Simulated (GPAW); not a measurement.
# Eu (Fm-3m) in GPAW: convergence with smearing width (eV)

Aim: find how far smearing width (eV) must go before the results for Eu settle, at PBE. This setting moves, with any that are tied to it; all else stays.

Everything below comes from runs of GPAW 26.7.0. Logs are shortened: lines on timing, memory, paths and dates and some standing lists are left out, and cuts for length are marked. The log counts tension as positive stress, the text compression.

### Step 1. Starting point

The structure is cubic, space group Fm-3m (No. 225). Conventional cell: a = 5.579 Å, b = 5.579 Å, c = 5.579 Å, α = 90.00°, β = 90.00°, γ = 90.00°. Eu (site symmetry m-3m) is surrounded by 12 Eu at 3.94 Å.

This isn't the form of Eu at room conditions, which is bcc.

### Step 2. With smearing width (eV) 0.5

run.py

```python
from ase import Atoms
from ase.dft.bandgap import bandgap
from ase.io import write
from ase.units import GPa
from gpaw import GPAW, PW

atoms = Atoms(['Eu'],
              cell=[[0.0, 2.7893026914, 2.7893026914],
                    [2.7893026914, 0.0, 2.7893026914],
                    [2.7893026914, 2.7893026914, 0.0]],
              scaled_positions=[[0.0, 0.0, 0.0]],
              pbc=True)
atoms.set_initial_magnetic_moments([7.0])

calc = GPAW(mode=PW(800),
            xc='PBE',
            kpts={'size': (6, 6, 6), 'gamma': True},
            occupations={'name': 'marzari-vanderbilt', 'width': 0.5},
            nbands=20,
            convergence={'density': 1e-05, 'energy': 1e-05},
            maxiter=100,
            txt='gpaw.txt')
atoms.calc = calc
energy = atoms.get_potential_energy()
forces = atoms.get_forces()
stress = atoms.get_stress()
calc.write('gs.gpw')
write('result.traj', atoms)
print(f'Energy: {energy:.6f} eV')
print('Forces (eV/A):')
print(forces.round(4))
print('Stress (GPa):', (stress / GPa).round(3))
print('Moments:', calc.get_magnetic_moments().round(3))
print('Fermi level:', round(calc.get_fermi_level(), 4), 'eV')
print(f'Gap: {bandgap(calc)[0]:.4f} eV, direct: {bandgap(calc, direct=True)[0]:.4f} eV')
```

Potentials or basis: GPAW PAW data sets (gpaw-data 1.2.1), pw.

Command:

```sh
OMP_NUM_THREADS=1 python run.py
```

Run time: 43 s. Hardware: 1 thread of Arm Neoverse V2, shared host; peak memory 0.21 GiB.

What came out:

- Free energy: -9.6568 eV
- Pressure: -0.6 GPa
- Band gap on the k mesh: none (metal or under the smearing width)
- Net moment: 7.42 μB per cell
- Site moments: Eu +6.69 μB

### Step 3. With smearing width (eV) 0.3

run.py: that of step 2 with these lines changed.

```diff
@@ -17,3 +17,3 @@
             kpts={'size': (6, 6, 6), 'gamma': True},
-            occupations={'name': 'marzari-vanderbilt', 'width': 0.5},
+            occupations={'name': 'marzari-vanderbilt', 'width': 0.3},
             nbands=20,
```

Potentials or basis: GPAW PAW data sets (gpaw-data 1.2.1), pw.

Command:

```sh
OMP_NUM_THREADS=1 python run.py
```

It took 41 s on 1 thread of Arm Neoverse V2, shared host; peak memory 0.21 GiB.

What came out:

```
Free energy            : -9.7767 eV
Pressure               : -0.7 GPa
Band gap on the k mesh : none (metal or under the smearing width)
Net moment             : 7.37 μB per cell
Site moments           : Eu +6.70 μB
```

### Step 4. With smearing width (eV) 0.2

run.py: that of step 3 with these lines changed.

```diff
@@ -17,3 +17,3 @@
             kpts={'size': (6, 6, 6), 'gamma': True},
-            occupations={'name': 'marzari-vanderbilt', 'width': 0.3},
+            occupations={'name': 'marzari-vanderbilt', 'width': 0.2},
             nbands=20,
```

Command:

```sh
OMP_NUM_THREADS=1 python run.py
```

It took 37 s on 1 thread of Arm Neoverse V2, shared host; peak memory 0.21 GiB.

Results (log left out):

| Item | Value |
| --- | --- |
| Free energy | -9.8480 eV |
| Pressure | -0.7 GPa |
| Band gap on the k mesh | none (metal or under the smearing width) |
| Net moment | 7.38 μB per cell |
| Site moments | Eu +6.70 μB |

### Step 5. With smearing width (eV) 0.15

run.py: that of step 4 with these lines changed.

```diff
@@ -17,3 +17,3 @@
             kpts={'size': (6, 6, 6), 'gamma': True},
-            occupations={'name': 'marzari-vanderbilt', 'width': 0.2},
+            occupations={'name': 'marzari-vanderbilt', 'width': 0.15},
             nbands=20,
```

Command:

```sh
OMP_NUM_THREADS=1 python run.py
```

Wall time 39 s (1 thread of Arm Neoverse V2, shared host); peak memory 0.21 GiB.

The run converged. Its results:

| Item | Value |
| --- | --- |
| Free energy | -9.8842 eV |
| Pressure | -0.7 GPa |
| Band gap on the k mesh | none (metal or under the smearing width) |
| Net moment | 7.41 μB per cell |
| Site moments | Eu +6.71 μB |

### Step 6. With smearing width (eV) 0.1

run.py: that of step 5 with these lines changed.

```diff
@@ -17,3 +17,3 @@
             kpts={'size': (6, 6, 6), 'gamma': True},
-            occupations={'name': 'marzari-vanderbilt', 'width': 0.15},
+            occupations={'name': 'marzari-vanderbilt', 'width': 0.1},
             nbands=20,
```

Potentials or basis: GPAW PAW data sets (gpaw-data 1.2.1), pw.

Command:

```sh
OMP_NUM_THREADS=1 python run.py
```

Run time: 41 s. Hardware: 1 thread of Arm Neoverse V2, shared host; peak memory 0.21 GiB.

Results (log left out):

```
Free energy            : -9.9169 eV
Pressure               : -0.6 GPa
Band gap on the k mesh : none (metal or under the smearing width)
Net moment             : 7.44 μB per cell
Site moments           : Eu +6.72 μB
```

### Step 7. With smearing width (eV) 0.05

run.py: that of step 6 with these lines changed.

```diff
@@ -17,3 +17,3 @@
             kpts={'size': (6, 6, 6), 'gamma': True},
-            occupations={'name': 'marzari-vanderbilt', 'width': 0.1},
+            occupations={'name': 'marzari-vanderbilt', 'width': 0.05},
             nbands=20,
```

Command:

```sh
OMP_NUM_THREADS=1 python run.py
```

Wall time 41 s (1 thread of Arm Neoverse V2, shared host); peak memory 0.21 GiB.

Results (log left out):

| Quantity | Value |
| --- | --- |
| Free energy | -9.9180 eV |
| Pressure | -0.4 GPa |
| Band gap on the k mesh | none (metal or under the smearing width) |
| Net moment | 7.44 μB per cell |
| Site moments | Eu +6.70 μB |

### Step 8. With smearing width (eV) 0.025

run.py: that of step 7 with these lines changed.

```diff
@@ -17,3 +17,3 @@
             kpts={'size': (6, 6, 6), 'gamma': True},
-            occupations={'name': 'marzari-vanderbilt', 'width': 0.05},
+            occupations={'name': 'marzari-vanderbilt', 'width': 0.025},
             nbands=20,
```

Command:

```sh
OMP_NUM_THREADS=1 python run.py
```

Wall time 39 s (1 thread of Arm Neoverse V2, shared host); peak memory 0.21 GiB.

Results (log left out):

| Property | Result |
| --- | --- |
| Free energy | -9.9182 eV |
| Pressure | -0.3 GPa |
| Band gap on the k mesh | none (metal or under the smearing width) |
| Net moment | 7.44 μB per cell |
| Site moments | Eu +6.70 μB |

### Step 9. With smearing width (eV) 0.01

run.py: that of step 8 with these lines changed.

```diff
@@ -17,3 +17,3 @@
             kpts={'size': (6, 6, 6), 'gamma': True},
-            occupations={'name': 'marzari-vanderbilt', 'width': 0.025},
+            occupations={'name': 'marzari-vanderbilt', 'width': 0.01},
             nbands=20,
```

Potentials or basis: GPAW PAW data sets (gpaw-data 1.2.1), pw.

Command:

```sh
OMP_NUM_THREADS=1 python run.py
```

gpaw.txt:

```text
__  _  _
 | _ |_)|_||  |
 |__||  | ||/\| - 26.7.0

Input parameters:
  mode=PW(ecut=800.0),
  convergence={'density': 1e-05, 'energy': 1e-05},
  kpts=MonkhorstPack(size=(6, 6, 6), gamma=True),
  maxiter=100,
  nbands=20,
  occupations=Occupations(name='marzari-vanderbilt', width=0.01),
  xc=XC(name='PBE')

Diagonalizing LCAO Hamiltonian
Converting LCAO to pw mode

       Eu

Atoms  # Å, Bohr magnetons
|   | symbol |        x |        y |        z |    initial magnetic moments |
|---|--------|----------|----------|----------|-----------------------------|
| 0 |     Eu | 0.000000 | 0.000000 | 0.000000 | ( 0.0000,  0.0000,  7.0000) |

Unit cell  # Å
| periodic |        x |        y |        z |  lengths |    angles |
|----------|----------|----------|----------|----------|-----------|
|      yes | 0.000000 | 2.789303 | 2.789303 | 3.944670 | 60.000000 |
|      yes | 2.789303 | 0.000000 | 2.789303 | 3.944670 | 60.000000 |
|      yes | 2.789303 | 2.789303 | 0.000000 | 3.944670 | 60.000000 |

Number of symmetries: 48
Symmetry operations  # r_c * U_cc + t_c -> r_c
|    | kind |            matrix            |
|----|------|------------------------------|
|  0 |  σ   |  1, 0, 0,  1, 0,-1,  1,-1, 0 |
|  1 |  C2  |  1, 0, 0,  1,-1, 0,  1, 0,-1 |
|  2 |  E   |  1, 0, 0,  0, 1, 0,  0, 0, 1 |
|  3 |  σ   |  1, 0, 0,  0, 0, 1,  0, 1, 0 |
|  4 |  C4  |  1, 0,-1,  1, 0, 0,  1,-1, 0 |
|  5 |  S6  |  1, 0,-1,  1,-1, 0,  1, 0, 0 |
|  6 |  σ   |  1, 0,-1,  0, 1,-1,  0, 0,-1 |
|  7 |  C3  |  1, 0,-1,  0, 0,-1,  0, 1,-1 |
|  8 |  S6  |  1,-1, 0,  1, 0, 0,  1, 0,-1 |
|  9 |  C4  |  1,-1, 0,  1, 0,-1,  1, 0, 0 |
| 10 |  C3  |  1,-1, 0,  0,-1, 1,  0,-1, 0 |
| 11 |  σ   |  1,-1, 0,  0,-1, 0,  0,-1, 1 |
| 12 |  σ   |  0, 1, 0,  1, 0, 0,  0, 0, 1 |
| 13 |  C4  |  0, 1, 0,  0, 1,-1, -1, 1, 0 |
| 14 |  C3  |  0, 1, 0,  0, 0, 1,  1, 0, 0 |
| 15 |  S6  |  0, 1, 0, -1, 1, 0,  0, 1,-1 |
| 16 |  C2  |  0, 1,-1,  1, 0,-1,  0, 0,-1 |
| 17 |  σ   |  0, 1,-1,  0, 1, 0, -1, 1, 0 |
| 18 |  S4  |  0, 1,-1,  0, 0,-1,  1, 0,-1 |
| 19 |  C4  |  0, 1,-1, -1, 1, 0,  0, 1, 0 |
| 20 |  C3  |  0, 0, 1,  1, 0, 0,  0, 1, 0 |
| 21 |  σ   |  0, 0, 1,  0, 1, 0,  1, 0, 0 |
| 22 |  S6  |  0, 0, 1,  0,-1, 1, -1, 0, 1 |
| 23 |  C4  |  0, 0, 1, -1, 0, 1,  0,-1, 1 |
| 24 |  S4  |  0, 0,-1,  1, 0,-1,  0, 1,-1 |
| 25 |  C3  |  0, 0,-1,  0, 1,-1,  1, 0,-1 |
| 26 |  C2  |  0, 0,-1,  0,-1, 0, -1, 0, 0 |
| 27 |  S6  |  0, 0,-1, -1, 0, 0,  0,-1, 0 |
| 28 |  S4  |  0,-1, 1,  1,-1, 0,  0,-1, 0 |
| 29 |  C4  |  0,-1, 1,  0, 0, 1, -1, 0, 1 |
| 30 |  C2  |  0,-1, 1,  0,-1, 0,  1,-1, 0 |
| 31 |  σ   |  0,-1, 1, -1, 0, 1,  0, 0, 1 |
| 32 |  C3  |  0,-1, 0,  1,-1, 0,  0,-1, 1 |
| 33 |  S6  |  0,-1, 0,  0, 0,-1, -1, 0, 0 |
| 34 |  S4  |  0,-1, 0,  0,-1, 1,  1,-1, 0 |
| 35 |  C2  |  0,-1, 0, -1, 0, 0,  0, 0,-1 |
| 36 |  C2  | -1, 1, 0,  0, 1, 0,  0, 1,-1 |
| 37 |  S6  | -1, 1, 0,  0, 1,-1,  0, 1, 0 |
| 38 |  S4  | -1, 1, 0, -1, 0, 1, -1, 0, 0 |
| 39 |  C3  | -1, 1, 0, -1, 0, 0, -1, 0, 1 |
| 40 |  S6  | -1, 0, 1,  0, 0, 1,  0,-1, 1 |
| 41 |  C2  | -1, 0, 1,  0,-1, 1,  0, 0, 1 |
| 42 |  C3  | -1, 0, 1, -1, 1, 0, -1, 0, 0 |
| 43 |  S4  | -1, 0, 1, -1, 0, 0, -1, 1, 0 |
| 44 |  C2  | -1, 0, 0,  0, 0,-1,  0,-1, 0 |
| 45 |  i   | -1, 0, 0,  0,-1, 0,  0, 0,-1 |
| 46 |  σ   | -1, 0, 0, -1, 1, 0, -1, 0, 1 |
| 47 |  C2  | -1, 0, 0, -1, 0, 1, -1, 1, 0 |

BZ-sampling:
  Number of BZ points: 216
  Number of IBZ points: 16

  Monkhorst-Pack size: [6, 6, 6]
  Monkhorst-Pack shift: [0.08333333333333333, 0.08333333333333333, 0.08333333333333333]

K-points  # in reciprocal-cell coordinates
|     |                                coordinates |     weight |
|-----|--------------------------------------------|------------|
|   0 | (  0.00000000,   0.00000000,   0.00000000) | 0.00462963 |
|   1 | (  0.16666667,   0.16666667,   0.00000000) | 0.02777778 |
|   2 | (  0.16666667,   0.16666667,   0.16666667) | 0.03703704 |
|   3 | (  0.33333333,   0.16666667,   0.16666667) | 0.05555556 |
|   4 | (  0.33333333,   0.33333333,  -0.33333333) | 0.05555556 |
|   5 | (  0.33333333,   0.33333333,   0.00000000) | 0.02777778 |
|   6 | (  0.33333333,   0.33333333,   0.16666667) | 0.11111111 |
|   7 | (  0.33333333,   0.33333333,   0.33333333) | 0.03703704 |
|   8 | (  0.50000000,   0.33333333,  -0.33333333) | 0.11111111 |
|   9 | (  0.50000000,   0.33333333,  -0.16666667) | 0.05555556 |
| ... |                                            |            |
|  15 | (  0.50000000,   0.50000000,   0.50000000) | 0.01851852 |

Plane wave coefficients: 2252
Cutoff: 800.0 eV

Spin-components: 2 (collinear spins)
Bands:           20
Projectors:      8
Spin-degeneracy: 1
Datatype:        complex128

Parallelization:
  kpt:    1
  domain: 1
  band:   1

Density:
  Valence electrons: 17.0
  Components: 2
  Grid points: [27 27 27]
  Charge: 0.0  # |e|

Potential:
  Grid points: [27 27 27]

species:
  Eu:
    name:    Europium
    Z:       63.0
    valence: 17
    core:    46
    charge:  0.0  # [|e|]
    compensation charges:
      type: gauss
      rc: 0.35  # [Å]
      lmax: 2
    cutoffs:
      filter: 1.17  # [Å]
      core: 1.91  # [Å]
    projectors
    | kind |    occ | energy [eV] | rcut [Å] |
    |------|--------|-------------|----------|
    |   5s |  2.000 |     -44.666 |    1.164 |
    |   6s |  2.000 |      -3.623 |    1.164 |
    |   5p |  6.000 |     -23.775 |    1.164 |
    |   6p |  0.000 |      -1.197 |    1.164 |
    |   5d |  0.000 |      -1.557 |    1.164 |
    |   4f |  7.000 |      -2.712 |    1.164 |
    |    d |        |      25.654 |    1.164 |
    |    f |        |      24.500 |    1.164 |

    Using partial waves for Eu as LCAO basis

Reference energy: -295080.811612  # eV

eigensolver:
  PPCG
  Converge bands: occupied
  niter=2

density mixing:
  MSR1-Mixer
  Pratt-step length: 0.05
  Maximum mixing coefficient: 0.75
  Old densities: 10
  SVD Regularization: 0.005
  Good broyden scale: 1.0
  Trust region scale: 1.0
  Backstep threshold: 4.0
  History deletion threshold: 6.0
  Fourier metric: weight=20.0, sigma=0.015

occupation numbers:
  Marzari-Vanderbilt:
    width: 0.0100  # eV

poisson solver:
  ecut: 6400.0  # eV

xc functional:
  name: PBE with 2 nearest neighbor stencil

convergence criteria:
- Maximum integral of absolute [dens]ity change: 1e-05 electrons / valence electron
- Maximum [total energy] change in last 3 cyles: 1e-05 eV / valence electron
- Maximum integral of absolute [eigenst]ate change: 4e-08 eV^2 / valence electron
maximum number of iterations: 100

SCF iterations
|iter     | |      energy | eigst |  dens |  magmom |
|---------|-|-------------|-------|-------|---------|
|iter:   1| |  -11.389732 | -1.17 |       |  +7.0164|
|iter:   2| |   -9.920543 | -1.04 | -0.45 |  +6.9318|
|iter:   3| |   -9.916144 | -3.28 | -1.38 |  +6.9502|
|iter:   4| |   -9.936067 | -2.46 | -1.41 |  +7.1300|
|iter:   5| |   -9.946955 | -3.68 | -1.36 |  +7.2845|
|iter:   6| |   -9.915624 | -2.58 | -1.36 |  +7.3461|
|iter:   7| |   -9.916320 | -4.09 | -2.18 |  +7.3619|
|iter:   8| |   -9.918345 | -3.89 | -2.20 |  +7.4518|
|iter:   9| |   -9.918302 | -5.52 | -2.78 |  +7.4391|
|iter:  10| |   -9.918342c| -5.88 | -3.12 |  +7.4443|
|iter:  11| |   -9.918345c| -7.22 | -3.73 |  +7.4444|
|iter:  12| |   -9.918347c| -6.84 | -3.90 |  +7.4448|
|iter:  13| |   -9.918347c| -7.94c| -4.55 |  +7.4446|
|iter:  14| |   -9.918347c| -8.03c| -4.99 |  +7.4445|
|iter:  15| |   -9.918347c| -8.54c| -5.67c|  +7.4444|

Converged in 15 steps
Energy contributions relative to reference atoms: (reference = -295080.811612)

Energy contributions:
  Kinetic:           9.022936
  Coulomb:          -7.007778
  Zero:              0.075614
  External:          0.000000
  Xc:              -12.009111
  Entropy:          -0.000007
  Spinorbit:         0.000000
  ----------------------------
  Free energy:      -9.918347
  Extrapolated:     -9.918347

dipole moment: (-30.969503, -30.969503, -30.969503)  # |e|*Ang

Total magnetic moment: (0.000000, 0.000000, 7.444436)

Local magnetic moments
|        x |        y |        z |
|----------|----------|----------|
| 0.000000 | 0.000000 | 6.702187 |  # Eu   0

Fermi level: 6.164
Eigenvalues  # (at kpt = [0.000, 0.000, 0.000])
| band index |      eig [eV] | occ [0-1] |      eig [eV] | occ [0-1] |
|------------|---------------|-----------|---------------|-----------|
|          0 |       -35.302 |     1.000 |       -32.147 |     1.000 |
|          1 |       -13.888 |     1.000 |       -11.477 |     1.000 |
|          2 |       -13.888 |     1.000 |       -11.477 |     1.000 |
|          3 |       -13.888 |     1.000 |       -11.477 |     1.000 |
|          4 |         1.937 |     1.000 |         2.824 |     1.000 |
|          5 |         5.675 |     1.000 |         9.175 |     0.000 |
[... 8 lines left out ...]
|         14 |         8.083 |     0.000 |        10.760 |     0.000 |
|         15 |         9.937 |     0.000 |        11.126 |     0.000 |
|        ... |               |           |               |           |
|         19 |        17.086 |     0.000 |        18.083 |     0.000 |

No gap
No difference between direct/indirect transitions

Forces  # eV/Ang
|        x |        y |        z |
|----------|----------|----------|
| -0.00000 | -0.00000 | -0.00000 |  # Eu   0

Stress tensor  # eV/Ang^3
|         x |        y |         z |
|-----------|----------|-----------|
|  0.002191 | 0.000000 | -0.000000 |
|  0.000000 | 0.002191 |  0.000000 |
| -0.000000 | 0.000000 |  0.002191 |

# Writing to gs.gpw (mode='')
```

stdout:

```text
Energy: -9.918347 eV
Forces (eV/A):
[[-0. -0. -0.]]
Stress (GPa): [ 0.351  0.351  0.351  0.    -0.     0.   ]
Moments: [6.702]
Fermi level: 6.1636 eV
Gap: 0.0000 eV, direct: 0.0000 eV
```

Run time: 38 s. Hardware: 1 thread of Arm Neoverse V2, shared host; peak memory 0.21 GiB.

What came out:

```
Free energy            : -9.9183 eV
Pressure               : -0.4 GPa
Band gap on the k mesh : none (metal or under the smearing width)
Net moment             : 7.44 μB per cell
Site moments           : Eu +6.70 μB
```

### Step 10. The series at a glance

```tsv
smearing width (eV)	energy less the tightest run, at zero smearing (meV/atom)	pressure (GPa)	largest site moment (μB)	SCF cycles	CPU time (s)	peak memory (GiB)
0.5	261.52	-0.60	6.69	16	43	0.21
0.3	141.63	-0.68	6.70	16	41	0.21
0.2	70.30	-0.70	6.70	14	37	0.21
0.15	34.10	-0.66	6.71	15	39	0.21
0.1	1.47	-0.57	6.72	16	41	0.21
0.05	0.38	-0.38	6.70	16	41	0.21
0.025	0.11	-0.35	6.70	15	39	0.21
0.01	0.00	-0.35	6.70	15	38	0.21
```

Against the tightest run, the energy stays within 1 meV/atom from 0.05 on; the pressure stays within 0.1 GPa from 0.05 on; the largest site moment stays within 0.02 μB from 0.5 on. Narrower smearing needs a denser k mesh, so at a fixed mesh the narrowest width isn't the most accurate. The tightest run that finished is the yardstick and may itself not be fully converged.

Caveats: one-centre terms of the f shell are cut off; this smearing can pin the Fermi level at a band edge; spin-orbit coupling is left out, which moves the levels of the heavy elements.
